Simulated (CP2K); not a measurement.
The system is Pt.

```xyz
1
Lattice="2.7731 0.0000 0.0000 1.3866 2.4016 0.0000 1.3866 0.8005 2.2643" Properties=species:S:1:pos:R:3 pbc="T T T"
Pt    0.0000    0.0000    0.0000
```

Base run:

| Quantity | Value |
| --- | --- |
| Program | CP2K 2026.2 |
| Functional | r2SCAN |
| Dispersion | D3(BJ)+ATM |
| Potentials or basis | POTENTIAL_UZH Pt GTH-SCAN-q18; TZVP-MOLOPT-SCAN-GTH basis |
| Density cutoff | 9184 eV |
| k mesh | 12 × 12 × 12 |
| Occupations | fermi-dirac, width 0.05 eV |
| Spin | no spin polarisation |

Its results: band gap on the k mesh none (metal or under the smearing width); pressure 5.5 GPa.

**Question.** The run is repeated on the same cell with these changes: dispersion from D3(BJ)+ATM to none. What comes out?

**Answer.** Band gap on the k mesh none (metal or under the smearing width); pressure 7.8 GPa.

Dispersion adds attraction, which lowers the pressure at fixed volume and, as a term added to the energy, leaves the levels alone.

Caveats: the basis of atomic orbitals isn't converged, which shifts pressures, moduli and gaps; pairwise dispersion overbinds metals, which lowers pressure and volume (some runs).
